Q: If a zinc selenide crystal is stretched evenly in all directions, does each added bit of volume need the same extra tension? I'd like numbers for the two largest volumes in this table, where the results are hidden.

Ansatz 0.2.0, scalar-relativistic PBE with plane waves and PAW, no spin polarization or dispersion correction: zincblende ZnSe at fixed volumes. Cutoff 420 eV, 6×6×6 k mesh, Gaussian smearing of 0.1 eV. Energies are taken at zero smearing, relative to crystalline Zn and Se in the same functional; pressure is positive in compression.

```
volume (Å³/atom)  shortest distance (Å)  energy over elements (eV/atom)  pressure (GPa)
          22.724                  2.453                          -0.705           2.220
          22.757                  2.454                          -0.706           2.130
          23.807                  2.491                          -0.711          -0.580
          24.866                  2.528                          -0.699          -2.700
          26.437                  2.580                          -0.661          -5.020
          27.174                  2.604                               ?               ?
          29.540                  2.677                               ?               ?
```

A: Two magnitudes first. Near zero pressure, one percent of volume costs about half a gigapascal. Stretching the crystal from 23.807 to 26.437 Å³/atom costs about 0.05 eV per atom, little beside the 0.7 eV by which the compound lies below its elements. Negative pressure in the table means tension: the cell would contract if released.

Q: Then I'd lay a ruler through the last two known pressures. That gives about −6.1 GPa at 27.174 and −9.6 GPa at 29.540.

A: Look further back in the table before trusting the ruler. Between 22.757 and 23.807 the pressure falls by 2.6 GPa for each added Å³ per atom. Between 24.866 and 26.437 it falls by only 1.5 GPa. The curve is flattening, and your line assumes that the flattening stops just where the known rows end.

Q: Why should a crystal get softer as it is pulled?

A: Tension is what remains of the attraction between the atoms after their repulsion is subtracted. Repulsion comes from overlapping electron clouds and fades quickly with distance. At first, stretching removes repulsion quickly, so the tension builds up fast. The further the stretch has gone, the less repulsion each new step removes, while the attraction itself weakens. This is the standard picture of bonding; the table shows the softening, not the two parts separately.

Q: Can the softening be put into one number?

A: Use the bulk modulus, B = −V dP/dV, where V is the volume per atom and P the pressure. A smooth curve through the known pressures gives 54 GPa at 23.807 and 32 GPa at 26.437. The tension grows by 4.4 GPa between these rows, so each gigapascal of tension takes away about 5 GPa of stiffness. In many simple solids the loss is 4 to 5 GPa.

Q: Which smooth curve did you use?

A: Birch's equation of state. It measures the stretch by

w = (Vr/V)^(2/3) − 1

where Vr is a reference volume, here 23.807 Å³/atom. The energy is written as a cubic polynomial in w. Since P = −dE/dV, with E the energy per atom, differentiation gives

P = (Vr/V)^(5/3) × (a + b w + c w²)

The constants a, b and c were fitted to the five known pressures. The first two volumes almost coincide, so in effect four points fix three constants.

Q: Please work out the largest volume.

A: At 29.540 the crystal has about a quarter more volume than at 23.807, and w = −0.134. The fitted constants are a = −0.577, b = 82.43 and c = 35.65, all in GPa. Hence

P = 0.698 × (−0.577 − 11.04 + 0.64) ≈ −7.7 GPa

Without rounding on the way, the forecast is −7.67 GPa. The same formula gives −5.84 GPa at 27.174.

Q: How far would you trust a curve beyond its last point?

A: I compared it with Vinet's equation, which lets the bonding fade exponentially with distance and also has three constants. At 27.174 the two differ by less than 0.01 GPa, at 29.540 by 0.07 GPa. I therefore allow 0.03 GPa either way for the nearer volume and 0.10 GPa for the farther one. These ranges are judgements about this calculation; its k mesh is coarse, and a finer one could give somewhat different pressures.

Q: Could the electrons do something new at the largest volume?

A: That is the main risk, and my ranges don't cover it. The calculated band gap shrinks from 1.1 eV at 23.807 to 0.7 eV at 26.437. Continuing its last slope leaves roughly 0.3 eV at 29.540, so I expect the crystal to remain an insulator. The run at that volume carries no warning of its own. The notes supplied with the data do caution that a band crossing between the sampled k points may be missed, but that caution comes from tests on other systems, not from this run.

Q: And the energies?

A: Energy is the work done against the tension, the area under the pressure curve. Between the two hidden volumes the mean tension should be about 6.8 GPa over 2.37 Å³ per atom. As 1 eV/Å³ is 160 GPa, the energy should rise by

6.8 × 2.37 / 160 ≈ 0.10 eV per atom

Integrating the fitted curve does this more exactly, and one constant taken from the known energies sets the zero.

Q: Then commit yourself.

A: At 27.174 I forecast a pressure of −5.84 ± 0.03 GPa and an energy over elements of −0.636 ± 0.002 eV/atom.

At 29.540 I forecast −7.67 ± 0.10 GPa and −0.535 ± 0.003 eV/atom.

The tension should still rise between the two, but more slowly than in the last known interval. Your ruler should give too much tension at both volumes, and especially at the second.

The withheld rows as computed:

```
volume (Å³/atom)  shortest distance (Å)  energy over elements (eV/atom)  pressure (GPa)
          27.174                  2.604                          -0.636          -5.840
          29.540                  2.677                          -0.535          -7.640
```

Q: All four values lie inside your ranges. Where was the curve least good?

A: In the pressure at 29.540. The calculation gives −7.64 GPa, so the forecast had about 0.3 percent too much tension. Vinet's equation errs the other way, with −7.60 GPa. The computed value lies between the two curves, so the choice of equation alone can account for a miss of this size, and I wouldn't look for a physical cause. The other pressure and both energies agree with the forecasts to the digits of the table.

Q: And my ruler?

A: At 27.174 it is off by about 0.3 GPa, which might pass for a rough estimate. At 29.540 it gives 9.6 GPa of tension instead of 7.64, about a quarter too much. Between these volumes the pressure falls by only 0.76 GPa for each added Å³ per atom, half the slope that you continued. The printed output after this exchange compares the ruler and both curves at every volume.

Q: Does the success confirm your story of fading repulsion and weakening attraction?

A: It confirms that the softening continues smoothly. Both equations have such softening built in, so their success can't single out its microscopic origin. The energies add a check of consistency, not independent evidence: the curve was fitted to pressures, and its area reproduces the energy differences to within about 0.001 eV per atom. Stress and energy therefore tell the same story in this calculation.

Q: Does the good pressure also rule out a band crossing between the sampled k points?

A: No. If two bands overlapped slightly in a small region between the sampled k points, few electrons would change place. The pressure would then hardly notice. The band energies say more. On the k mesh used, a gap of 0.36 eV remains at 29.540, and both its edges lie at the zone centre, as they do at the smaller volumes. An overlap elsewhere is therefore unlikely, though only a finer mesh could exclude it. PBE also makes such gaps too small, so a real crystal stretched this far should have a wider one.

Q: Suppose I have only a bulk modulus and a pocket calculator. What should I do for a stretched crystal?

A: Don't keep the modulus constant. For this crystal it is 57 GPa at the calculated zero-pressure volume of 23.56 Å³/atom. Held at that value, it would predict a tension at 29.540 of

57 × ln(29.540 / 23.56) ≈ 13 GPa

which is about 1.7 times the computed result.

Q: And if I let it soften by your 5 GPa for each gigapascal of tension?

A: Then B = B₀ + 5P, where B₀ is the modulus at zero pressure and P is negative under tension. Putting this into B = −V dP/dV and integrating from the zero-pressure volume V₀ gives Murnaghan's equation:

P = (B₀/5) × [(V₀/V)^5 − 1]

For 29.540 it yields

P = 11.4 × (0.323 − 1) ≈ −7.7 GPa

The short formula stays within about two percent of the computed pressure in every row, including the compressed ones. For a related crystal, put in its own B₀ and V₀, and try both 4 and 5 for the softening to see how much the answer depends on it.

Q: May I use the measured volume of zinc selenide for V₀ here?

A: Not together with the volumes of this table. PBE usually makes such crystals about one percent too long, so the measured volume would look compressed on this scale. Compare relative stretches instead, each counted from its own zero-pressure volume. And don't carry the formula far beyond the stretches tested here. Its tension creeps up towards B₀/5 for ever, whereas the true tension must pass a maximum and fall, because atoms pulled far apart no longer attract each other.

Output of the analysis:

```
fit of pressure on 5 rows: coefficient of pref -0.5774 +/- 0.0029, coefficient of pref*strain 82.43 +/- 0.072, coefficient of pref*strain**2 35.65 +/- 1.8; rms 0.00259, worst 22.757 -0.00364, leave-one-out rms 0.00944
  rows outside the fit (model, value, miss): 27.174 -5.841, -5.84, -0.000968; 29.54 -7.665, -7.64, -0.0247
fit of pressure on 5 rows: coefficient of exp(-s*(xlen-1))/xlen**2 -0.5747 +/- 0.0025, coefficient of exp(-s*(xlen-1))*(xlen-1)/xlen**2 -166.3 +/- 0.14, s 5.25; rms 0.00354, worst 23.807 0.00532, leave-one-out rms 0.0162
  rows outside the fit (model, value, miss): 27.174 -5.834, -5.84, 0.00629; 29.54 -7.598, -7.64, 0.0417
Pressure in GPa:
     row    Birch  half-width (0 if fitted)  computed  Birch less computed    Vinet  Vinet less Birch  straight line  line less computed
  22.724    2.223                         0      2.22             0.002754    2.222        -0.0008221         0.4632              -1.757
  22.757    2.126                         0      2.13            -0.003638    2.126         -0.000434         0.4145              -1.715
  23.807  -0.5774                         0     -0.58             0.002596  -0.5747          0.002726         -1.136             -0.5561
  24.866   -2.702                         0      -2.7            -0.002364   -2.704         -0.001364           -2.7                   0
  26.437   -5.019                         0     -5.02            0.0006527   -5.019         -0.000123          -5.02                   0
  27.174   -5.841                      0.03     -5.84           -0.0009678   -5.834          0.007261         -6.108             -0.2684
   29.54   -7.665                       0.1     -7.64              -0.0247   -7.598            0.0664         -9.602              -1.962
Energy over elements in eV/atom and stiffness in GPa:
     row  from Birch pressure  half-width (0 if known)  computed  model less computed  local bulk modulus of Birch fit
  22.724              -0.7054                        0    -0.705           -0.0003817                            66.64
  22.757              -0.7058                        0    -0.706            0.0001704                            66.21
  23.807              -0.7105                        0    -0.711            0.0004622                            53.99
  24.866              -0.6994                        0    -0.699           -0.0004061                            43.92
  26.437              -0.6608                        0    -0.661            0.0001551                            32.16
  27.174              -0.6358                    0.002    -0.636            0.0001897                            27.68
   29.54              -0.5348                    0.003    -0.535            0.0002355                            16.59
Volume at zero pressure from Birch fit (Å³/atom): 23.56
Bulk modulus at zero pressure from Birch fit (GPa): 56.65
Pressure slope from 22.757 to 23.807 (GPa per Å³/atom): -2.581
Pressure slope from 24.866 to 26.437 (GPa per Å³/atom): -1.477
Forecast pressure slope from 27.174 to 29.540 (GPa per Å³/atom): -0.7708
Computed pressure slope from 27.174 to 29.540 (GPa per Å³/atom): -0.7608
Gap at 29.540 if its last slope in ln V continues (eV): 0.3215
```
